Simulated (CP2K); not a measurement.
# Ge (Fd-3m) in CP2K: further runs, part 2 of 2

CP2K 2026.2. The steps go on from the part before.

## (3) Single point, PBE

ge_scf.inp reads:

```
&GLOBAL
  PROJECT ge_scf
  RUN_TYPE ENERGY_FORCE
  PRINT_LEVEL LOW
&END GLOBAL
&FORCE_EVAL
  METHOD QS
  STRESS_TENSOR ANALYTICAL
  &DFT
    BASIS_SET_FILE_NAME BASIS_MOLOPT_UZH
    POTENTIAL_FILE_NAME POTENTIAL_UZH
    &MGRID
      CUTOFF 450
      REL_CUTOFF 60
      NGRIDS 5
    &END MGRID
    &QS
      METHOD GPW
      EPS_DEFAULT 1.0E-10
    &END QS
    &KPOINTS
      SCHEME MONKHORST-PACK 8 8 8
      GAMMA_CENTERED T
      SYMMETRY T
      SYMMETRY_BACKEND SPGLIB
    &END KPOINTS
    &SCF
      SCF_GUESS ATOMIC
      EPS_SCF 1.0E-6
      MAX_SCF 100
      ADDED_MOS 10
      CHOLESKY OFF
      EPS_EIGVAL 1.0E-7
      &DIAGONALIZATION ON
        ALGORITHM STANDARD
      &END DIAGONALIZATION
      &MIXING ON
        METHOD BROYDEN_MIXING
        ALPHA 0.4
        BETA 1.5
        NBUFFER 8
      &END MIXING
      &SMEAR ON
        METHOD GAUSSIAN
        SIGMA [eV] 0.025
      &END SMEAR
    &END SCF
    &XC
      &XC_FUNCTIONAL
        &GGA_X_PBE
        &END GGA_X_PBE
        &GGA_C_PBE
        &END GGA_C_PBE
      &END XC_FUNCTIONAL
    &END XC
    &PRINT
      &KPOINTS ON
      &END KPOINTS
      &MULLIKEN ON
      &END MULLIKEN
      &MO ON
        ENERGIES T
        OCCUPATION_NUMBERS T
        &EACH
          QS_SCF 0
        &END EACH
        ADD_LAST NUMERIC
      &END MO
    &END PRINT
  &END DFT
  &SUBSYS
    &CELL
      ABC 4.0006828887 4.0006828887 4.0006828887
      ALPHA_BETA_GAMMA 59.9999999992 59.9999999995 59.9999999994
      PERIODIC XYZ
    &END CELL
    &COORD
      Ge  6.0010243331 3.4646930141 2.4499079250
      Ge  4.0006828888 2.3097953428 1.6332719500
    &END COORD
    &KIND Ge
      BASIS_SET TZVP-MOLOPT-PBE-GTH-q4
      POTENTIAL GTH-PBE-q4
    &END KIND
    &PRINT
      &ATOMIC_COORDINATES ON
      &END ATOMIC_COORDINATES
      &CELL ON
      &END CELL
    &END PRINT
  &END SUBSYS
  &PRINT
    &FORCES ON
    &END FORCES
    &STRESS_TENSOR ON
    &END STRESS_TENSOR
  &END PRINT
&END FORCE_EVAL
```

Potentials or basis: POTENTIAL_UZH Ge GTH-PBE-q4; TZVP-MOLOPT-PBE-GTH basis.

Command:

```bash
OMP_NUM_THREADS=1 cp2k.psmp -i ge_scf.inp -o ge_scf.out
```

ge_scf.out:

```text

 CP2K| version string:                                       CP2K version 2026.2
 CP2K| Input file name                                                ge_scf.inp

 GLOBAL| Force Environment number                                              1
 GLOBAL| Basis set file name                                    BASIS_MOLOPT_UZH
 GLOBAL| Potential file name                                       POTENTIAL_UZH
 GLOBAL| MM Potential file name                                     MM_POTENTIAL
 GLOBAL| Coordinate file name                                      __STD_INPUT__
 GLOBAL| Method name                                                        CP2K
 GLOBAL| Project name                                                     ge_scf
 GLOBAL| Run type                                                   ENERGY_FORCE
 GLOBAL| FFT library                                                       FFTW3
[... 8 lines left out ...]
 GLOBAL| CPU model name                                                  UNKNOWN

 CELL| Volume [angstrom^3]:                                            45.278016
 CELL| Vector a [angstrom]:       4.001     0.000     0.000   |a| =     4.000683
 CELL| Vector b [angstrom]:       2.000     3.465     0.000   |b| =     4.000683
 CELL| Vector c [angstrom]:       2.000     1.155     3.267   |c| =     4.000683
 CELL| Angle (b,c), alpha [degree]:                                    60.000000
 CELL| Angle (a,c), beta  [degree]:                                    60.000000
 CELL| Angle (a,b), gamma [degree]:                                    60.000000
 CELL| Numerically orthorhombic:                                              NO
 CELL| Periodicity                                                           XYZ

 CELL_REF| Volume [angstrom^3]:                                        45.278016
 CELL_REF| Vector a [angstrom     4.001     0.000     0.000   |a| =     4.000683
 CELL_REF| Vector b [angstrom     2.000     3.465     0.000   |b| =     4.000683
[... 432 lines left out ...]
 MO|     13               0.773880              21.058350               0.000000
 MO|     14               0.801644              21.813851               0.000000
 MO| Sum:                                                               8.000000
 MO| E(Fermi):            0.168596 a.u.          4.587744 eV
 MO| Band gap:            0.168590 a.u.          4.587567 eV

 [... the levels of further k-points ...]

 !-----------------------------------------------------------------------------!
                     Mulliken Population Analysis

 #  Atom  Element  Kind  Atomic population                           Net charge
       1     Ge       1          4.000004                             -0.000004
       2     Ge       1          3.999996                              0.000004
 # Total charge                              8.000000                  0.000000

 !-----------------------------------------------------------------------------!

 ENERGY| Total FORCE_EVAL ( QS ) energy [hartree]             -7.860001211930570

 FORCES| Atomic forces [hartree/bohr]
 FORCES|   Atom     x               y               z               |f|
 FORCES|      1 -8.06993880E-10 -1.58476394E-08 -2.93672482E-08   3.33801466E-08
 FORCES|      2  8.06487651E-10  1.58473206E-08  2.93670393E-08   3.33797991E-08
 FORCES| Sum    -5.06229197E-13 -3.18816868E-13 -2.08972767E-13
 FORCES| Total atomic force                                       6.33704830E-13

 STRESS| Analytical stress tensor [bar]
 STRESS|                        x                   y                   z
 STRESS|      x        3.92444434927E+04  -2.45987678601E-03  -4.91333869363E-03
 STRESS|      y       -2.45987678601E-03   3.92445192400E+04  -2.77167008670E-02
 STRESS|      z       -4.91333869363E-03  -2.77167008670E-02   3.92444353321E+04
 STRESS| 1/3 Trace                                             3.92444660216E+04
 STRESS| Determinant                                           6.04415054119E+13

 STRESS| Eigenvectors and eigenvalues of the analytical stress tensor [bar]
 STRESS|                        1                   2                   3
 STRESS| Eigenvalues   3.92444253843E+04   3.92444451012E+04   3.92445275793E+04
 STRESS|      x           0.286543919259      0.958001183011     -0.011239025060
 STRESS|      y           0.278243983095     -0.071987679573      0.957808989236
 STRESS|      z           0.916773073452     -0.277581532776     -0.287185696814
```

Run time: 10 s. Hardware: 1 thread of Arm Neoverse V2, shared host; peak memory 0.26 GiB.

Results:

```yaml
Free_energy: -213.8815 eV
Pressure: 3.9 GPa
Band_gap_on_the_k_mesh: 0.04 eV, direct
```

Levels at points of the mesh, in eV from the valence-band top:
| k point | band 1 | band 2 | band 3 | band 4 | band 5 | band 6 | band 7 | band 8 | band 9 |
| --- | --- | --- | --- | --- | --- | --- | --- | --- | --- |
| (0.00, 0.00, 0.00) | -12.73 | 0.00 | 0.00 | 0.00 | 0.04 | 2.60 | 2.60 | 2.60 | 8.16 |
| (0.00, 0.00, 0.50) | -10.68 | -7.61 | -1.39 | -1.39 | 0.18 | 3.81 | 3.81 | 8.68 | 11.06 |
| (0.00, 0.50, 0.50) | -8.90 | -8.90 | -3.06 | -3.06 | 0.73 | 0.73 | 9.80 | 9.80 | 11.98 |

Caveat: the basis of atomic orbitals isn't converged, which shifts pressures, moduli and gaps.

## (4) Single point, PBE

ge_scf.inp, as its differences from that of step 3:

```diff
@@ -14,3 +14,3 @@
       REL_CUTOFF 60
-      NGRIDS 5
+      NGRIDS 4
     &END MGRID
@@ -44,3 +44,3 @@
         METHOD GAUSSIAN
-        SIGMA [eV] 0.025
+        SIGMA [eV] 0.026000000000000002
       &END SMEAR
@@ -68,2 +68,11 @@
       &END MO
+      &E_DENSITY_CUBE ON
+        STRIDE 1
+      &END E_DENSITY_CUBE
+      &V_HARTREE_CUBE ON
+        STRIDE 1
+      &END V_HARTREE_CUBE
+      &ELF_CUBE ON
+        STRIDE 1
+      &END ELF_CUBE
     &END PRINT
@@ -72,4 +81,5 @@
     &CELL
-      ABC 4.0006828887 4.0006828887 4.0006828887
-      ALPHA_BETA_GAMMA 59.9999999992 59.9999999995 59.9999999994
+      A 4.0006828887 0.0000000000 0.0000000000
+      B 2.0003414444 3.4646930141 0.0000000000
+      C 2.0003414444 1.1548976714 3.2665439000
       PERIODIC XYZ
@@ -89,2 +99,4 @@
       &END CELL
+      &SYMMETRY ON
+      &END SYMMETRY
     &END PRINT
```

Potentials or basis: POTENTIAL_UZH Ge GTH-PBE-q4; TZVP-MOLOPT-PBE-GTH basis.

Command:

```bash
OMP_NUM_THREADS=1 cp2k.psmp -i ge_scf.inp -o ge_scf.out
```

ge_scf.out:

```text

 CP2K| version string:                                       CP2K version 2026.2
 CP2K| Input file name                                                ge_scf.inp

 GLOBAL| Force Environment number                                              1
 GLOBAL| Basis set file name                                    BASIS_MOLOPT_UZH
 GLOBAL| Potential file name                                       POTENTIAL_UZH
 GLOBAL| MM Potential file name                                     MM_POTENTIAL
 GLOBAL| Coordinate file name                                      __STD_INPUT__
 GLOBAL| Method name                                                        CP2K
 GLOBAL| Project name                                                     ge_scf
 GLOBAL| Run type                                                   ENERGY_FORCE
 GLOBAL| FFT library                                                       FFTW3
[... 8 lines left out ...]
 GLOBAL| CPU model name                                                  UNKNOWN

 CELL| Volume [angstrom^3]:                                            45.278016
 CELL| Vector a [angstrom]:       4.001     0.000     0.000   |a| =     4.000683
 CELL| Vector b [angstrom]:       2.000     3.465     0.000   |b| =     4.000683
[... 468 lines left out ...]
 !-----------------------------------------------------------------------------!

               ----- ELF is computed on the real space grid -----

 ELF is written in Cube    file format to the file:

 ge_scf-ELF_S1-1_0.cube

 ENERGY| Total FORCE_EVAL ( QS ) energy [hartree]             -7.860001291499685

 FORCES| Atomic forces [hartree/bohr]
 FORCES|   Atom     x               y               z               |f|
 FORCES|      1 -8.07076372E-10 -1.58532752E-08 -2.93670665E-08   3.33826647E-08
 FORCES|      2  8.06577325E-10  1.58529588E-08  2.93668547E-08   3.33823160E-08
 FORCES| Sum    -4.99046545E-13 -3.16434481E-13 -2.11835766E-13
 FORCES| Total atomic force                                       6.27736113E-13

 STRESS| Analytical stress tensor [bar]
 STRESS|                        x                   y                   z
 STRESS|      x        3.92636058770E+04  -2.46028022867E-03  -4.91279975052E-03
 STRESS|      y       -2.46028022867E-03   3.92636816763E+04  -2.77296027153E-02
 STRESS|      z       -4.91279975052E-03  -2.77296027153E-02   3.92635976448E+04
 STRESS| 1/3 Trace                                             3.92636283994E+04
 STRESS| Determinant                                           6.05300862007E+13

 STRESS| Eigenvectors and eigenvalues of the analytical stress tensor [bar]
 STRESS|                        1                   2                   3
 STRESS| Eigenvalues   3.92635877061E+04   3.92636074795E+04   3.92636900126E+04
 STRESS|      x           0.285608812662      0.958280208529     -0.011253802524
 STRESS|      y           0.278105932819     -0.071638509943      0.957875260159
 STRESS|      z           0.917106698406     -0.276707364981     -0.286964001061
```

Wall time 12 s (1 thread of Arm Neoverse V2, shared host); peak memory 0.26 GiB.

Results:

- Free energy: -213.8815 eV
- Pressure: 3.9 GPa
- Band gap on the k mesh: 0.04 eV, direct

Levels at points of the mesh, in eV from the valence-band top:
```tsv
k point	band 1	band 2	band 3	band 4	band 5	band 6	band 7	band 8
(0.00, 0.00, 0.00)	-12.73	0.00	0.00	0.00	0.04	2.60	2.60	2.60
(0.00, 0.00, 0.50)	-10.68	-7.61	-1.39	-1.39	0.18	3.81	3.81	8.68
(0.00, 0.50, 0.50)	-8.90	-8.90	-3.06	-3.06	0.73	0.73	9.80	9.80
```

Caveat: the basis of atomic orbitals isn't converged, which shifts pressures, moduli and gaps.

## (5) Single point, PBE

ge_scf.inp, as its differences from that of step 4:

```diff
@@ -14,3 +14,3 @@
       REL_CUTOFF 60
-      NGRIDS 4
+      NGRIDS 5
     &END MGRID
@@ -44,3 +44,3 @@
         METHOD GAUSSIAN
-        SIGMA [eV] 0.026000000000000002
+        SIGMA [eV] 0.027000000000000003
       &END SMEAR
@@ -48,7 +48,3 @@
     &XC
-      &XC_FUNCTIONAL
-        &GGA_X_PBE
-        &END GGA_X_PBE
-        &GGA_C_PBE
-        &END GGA_C_PBE
+      &XC_FUNCTIONAL PBE
       &END XC_FUNCTIONAL
@@ -68,11 +64,2 @@
       &END MO
-      &E_DENSITY_CUBE ON
-        STRIDE 1
-      &END E_DENSITY_CUBE
-      &V_HARTREE_CUBE ON
-        STRIDE 1
-      &END V_HARTREE_CUBE
-      &ELF_CUBE ON
-        STRIDE 1
-      &END ELF_CUBE
     &END PRINT
@@ -87,4 +74,5 @@
     &COORD
-      Ge  6.0010243331 3.4646930141 2.4499079250
-      Ge  4.0006828888 2.3097953428 1.6332719500
+      SCALED
+      Ge  0.7500000000 0.7500000000 0.7500000000
+      Ge  0.5000000000 0.5000000000 0.5000000000
     &END COORD
```

Command:

```bash
OMP_NUM_THREADS=1 cp2k.psmp -i ge_scf.inp -o ge_scf.out
```

Wall time 10 s (1 thread of Arm Neoverse V2, shared host); peak memory 0.26 GiB.

It converged, with:

```
Free energy            : -213.8815 eV
Pressure               : 3.9 GPa
Band gap on the k mesh : 0.04 eV, direct
```

Levels at points of the mesh, in eV from the valence-band top:
```tsv
k point	band 1	band 2	band 3	band 4	band 5	band 6	band 7	band 8	band 9
(0.00, 0.00, 0.00)	-12.73	0.00	0.00	0.00	0.04	2.60	2.60	2.60	8.16
(0.00, 0.00, 0.50)	-10.68	-7.61	-1.39	-1.39	0.18	3.81	3.81	8.68	11.06
(0.00, 0.50, 0.50)	-8.90	-8.90	-3.06	-3.06	0.73	0.73	9.80	9.80	11.98
```

Caveat: the basis of atomic orbitals isn't converged, which shifts pressures, moduli and gaps.

## (6) Single point, PBE

ge_scf.inp, as its differences from that of step 5:

```diff
@@ -14,3 +14,3 @@
       REL_CUTOFF 60
-      NGRIDS 5
+      NGRIDS 4
     &END MGRID
@@ -44,3 +44,3 @@
         METHOD GAUSSIAN
-        SIGMA [eV] 0.027000000000000003
+        SIGMA [eV] 0.028000000000000004
       &END SMEAR
@@ -64,2 +64,16 @@
       &END MO
+      &LOWDIN ON
+      &END LOWDIN
+      &HIRSHFELD ON
+        SHAPE_FUNCTION DENSITY
+      &END HIRSHFELD
+      &E_DENSITY_CUBE ON
+        STRIDE 1
+      &END E_DENSITY_CUBE
+      &V_HARTREE_CUBE ON
+        STRIDE 1
+      &END V_HARTREE_CUBE
+      &ELF_CUBE ON
+        STRIDE 1
+      &END ELF_CUBE
     &END PRINT
@@ -87,4 +101,2 @@
       &END CELL
-      &SYMMETRY ON
-      &END SYMMETRY
     &END PRINT
```

Potentials or basis: POTENTIAL_UZH Ge GTH-PBE-q4; TZVP-MOLOPT-PBE-GTH basis.

Command:

```bash
OMP_NUM_THREADS=1 cp2k.psmp -i ge_scf.inp -o ge_scf.out
```

Wall time 12 s (1 thread of Arm Neoverse V2, shared host); peak memory 0.26 GiB.

The run converged. Its results:

| Item | Value |
| --- | --- |
| Free energy | -213.8815 eV |
| Pressure | 3.9 GPa |
| Band gap on the k mesh | 0.04 eV, direct |

Levels at points of the mesh, in eV from the valence-band top:
| k point | band 1 | band 2 | band 3 | band 4 | band 5 | band 6 | band 7 | band 8 |
| --- | --- | --- | --- | --- | --- | --- | --- | --- |
| (0.00, 0.00, 0.00) | -12.73 | 0.00 | 0.00 | 0.00 | 0.04 | 2.60 | 2.60 | 2.60 |
| (0.00, 0.00, 0.50) | -10.68 | -7.61 | -1.39 | -1.39 | 0.18 | 3.81 | 3.81 | 8.68 |
| (0.00, 0.50, 0.50) | -8.90 | -8.90 | -3.06 | -3.06 | 0.73 | 0.73 | 9.80 | 9.80 |

Caveat: the basis of atomic orbitals isn't converged, which shifts pressures, moduli and gaps.

## (7) The runs side by side

```csv
smearing,NGRIDS,gap on the mesh (eV),pressure (GPa)
gaussian 0.024 eV,5,0.04,3.9
gaussian 0.025 eV,5,0.04,3.9
gaussian 0.026 eV,4,0.04,3.9
gaussian 0.027 eV,5,0.04,3.9
gaussian 0.028 eV,4,0.04,3.9
```

Alike in all rows: task single point; level PBE; potentials or basis POTENTIAL_UZH Ge GTH-PBE-q4; TZVP-MOLOPT-PBE-GTH basis; no spin polarisation; cell as given; k mesh 8 × 8 × 8.

Caveats: the basis of atomic orbitals isn't converged, which shifts pressures, moduli and gaps.

Total energies depend on the potentials used, so only differences within one code and one set of settings carry meaning.

## (8) Against experiment

Step 2. Measured gap of Ge: 0.744 eV (indirect; 0 K; “Temperature-dependent photoluminescence in Ge: experiment and theory”, 2020, arxiv:2003.00143). This calculation gives 0.04 eV (-0.71 eV). 3 values of this kind are on record (0.666 to 0.807 eV); this one was drawn at random among those near their median. Spin-orbit coupling on Ge is left out. The value is that of PBE in an atomic basis (POTENTIAL_UZH Ge GTH-PBE-q4; TZVP-MOLOPT-PBE-GTH basis), whose error adds to the functional's, on a finite k mesh, which can miss the band edges, without temperature or zero-point motion. Semilocal functionals fall short of measured gaps as a rule.

Step 3. A measured gap of Ge is 0.744 eV (indirect; 0 K; “Temperature-dependent photoluminescence in Ge: experiment and theory”, 2020, arxiv:2003.00143); the calculated 0.04 eV misses it by -0.71 eV. 3 values of this kind are on record (0.666 to 0.807 eV); this one was drawn at random among those near their median. Spin-orbit coupling on Ge is left out. The value is that of PBE in an atomic basis (POTENTIAL_UZH Ge GTH-PBE-q4; TZVP-MOLOPT-PBE-GTH basis), whose error adds to the functional's, on a finite k mesh, which can miss the band edges, without temperature or zero-point motion. Semilocal functionals fall short of measured gaps as a rule.

Step 4. Against the measured gap of Ge, 0.744 eV (indirect; 0 K; “Temperature-dependent photoluminescence in Ge: experiment and theory”, 2020, arxiv:2003.00143), the calculated 0.04 eV is off by -0.71 eV. 3 values of this kind are on record (0.666 to 0.807 eV); this one was drawn at random among those near their median. Spin-orbit coupling on Ge is left out. The value is that of PBE in an atomic basis (POTENTIAL_UZH Ge GTH-PBE-q4; TZVP-MOLOPT-PBE-GTH basis), whose error adds to the functional's, on a finite k mesh, which can miss the band edges, without temperature or zero-point motion. Semilocal functionals fall short of measured gaps as a rule.

Step 5. Measured gap of Ge: 0.666 eV (indirect; 293 K; “Electronic and optical properties of SixGe1-x-ySny alloys lattice-matched to Ge”, 2021, arxiv:2109.02782). This calculation gives 0.04 eV (-0.63 eV). 3 values of this kind are on record (0.666 to 0.807 eV); this one was drawn at random among those near their median. Spin-orbit coupling on Ge is left out. The value is that of PBE in an atomic basis (POTENTIAL_UZH Ge GTH-PBE-q4; TZVP-MOLOPT-PBE-GTH basis), whose error adds to the functional's, on a finite k mesh, which can miss the band edges, without temperature or zero-point motion. Semilocal functionals fall short of measured gaps as a rule.

Step 6. A measured gap of Ge is 0.744 eV (indirect; 0 K; “Temperature-dependent photoluminescence in Ge: experiment and theory”, 2020, arxiv:2003.00143); the calculated 0.04 eV misses it by -0.71 eV. 3 values of this kind are on record (0.666 to 0.807 eV); this one was drawn at random among those near their median. Spin-orbit coupling on Ge is left out. The value is that of PBE in an atomic basis (POTENTIAL_UZH Ge GTH-PBE-q4; TZVP-MOLOPT-PBE-GTH basis), whose error adds to the functional's, on a finite k mesh, which can miss the band edges, without temperature or zero-point motion. Semilocal functionals fall short of measured gaps as a rule.
